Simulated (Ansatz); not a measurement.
**Beryllium, bcc under PBE: from relaxation to bulk modulus**

Aim: take beryllium in the bcc structure, relax it, solve it on a dense k-mesh, switch on spin-orbit coupling, then scale the cell to 7 volumes from 88 to 112 % of the relaxed one and try a fit of the equation of state. The k-meshes are 17×17×17 for the relaxation; 29×29×29 for the dense run; 17×17×17 for spin-orbit coupling; 20×20×20 for the volumes.

This is Be in the bcc structure; at room conditions it is hcp.

Computed with Ansatz 0.2.0 (DFT PBE, plane waves (420 eV) with PAW, scalar-relativistic, unless a step says otherwise).

### 1 The structure to begin with

It takes space group Im-3m (No. 229, cubic). The conventional cell has a = 2.532 Å, b = 2.532 Å, c = 2.532 Å, α = 90.00°, β = 90.00°, γ = 90.00°. Be (site symmetry m-3m) has 8 Be at 2.19 Å as nearest neighbours.

Structure file:

```xyz
1
Lattice="-1.2658 1.2658 1.2658 1.2658 -1.2658 1.2658 1.2658 1.2658 -1.2658" Properties=species:S:1:pos:R:3 pbc="T T T"
Be    0.0000    0.0000    0.0000
```

### 2 Relaxation of the cell

Input file input.yaml:

```yaml
crystal:
  lattice:
    - [-1.2658080948, 1.2658080948, 1.2658080948]
    - [1.2658080948, -1.2658080948, 1.2658080948]
    - [1.2658080948, 1.2658080948, -1.2658080948]
  atoms:
    - { symbol: Be, position: [0.0, 0.0, 0.0] }
hamiltonian:
  xc: pbe
  pseudopotentials:
    kind: paw
    azcp:
      Be: "pseudopotentials/Be.paw.azcp"
basis:
  ecutwfc: 420
  fft_grid_basis: typed
kpoints:
  mp_grid: { grid: [17, 17, 17], shift: [0, 0, 0] }
magnetization:
  spin_polarized: false
scf:
  occupations: { method: fermi_dirac, width: 0.1 }
relax:
  max_steps: 60
  f_tol: 0.01
  cell: {}
output:
  write_density: true
  write_potential: true
  elf: true
  volumetric_format: npy
```

Command:

```bash
$ ansatz run input.yaml --threads 1 --pin off --max-ram 3584MiB --backend cpu --events-out ev --progress --plain --runs-dir out
```

Further steps of the session: The energy on a finer k-mesh; A two-component run at the same geometry; The cell scaled to 88 % of its volume; The cell scaled to 92 % of its volume; The cell scaled to 96 % of its volume; The cell scaled to 100 % of its volume; The cell scaled to 104 % of its volume; The cell scaled to 108 % of its volume; The cell scaled to 112 % of its volume.

What does the calculation give? Wanted: space group; conventional cell; volume; shortest distance; gap on the mesh; relative to hcp; V₀, B₀, B₀′.

**Answer**, as computed:

| quantity | value |
| --- | --- |
| space group (spins left aside) | Im-3m (No. 229) |
| conventional cell | a = 2.501 Å |
| volume | 7.826 Å³/atom |
| shortest distance | 2.166 Å |
| gap on the mesh | none (levels filled in part) |
| relative to hcp | +102 meV/atom |
| V₀, B₀, B₀′ | 7.813 Å³/atom, 124 GPa, 3.4 |

In words: The relaxation shrank the cell by 3.5 % in volume. It lies 102 meV/atom above the element's reference form at the same level (hcp, from a run of its own). No gap shows: it is a metal or semimetal at this level. The total energy of the spin-orbit run (on a coarser mesh) lies +3 meV/atom from the scalar one; mesh and treatment of the core enter this figure, so it is no spin-orbit energy. The fitted modulus is 124 GPa. The symmetry was held, so the structure may be unstable against distortions that break it.
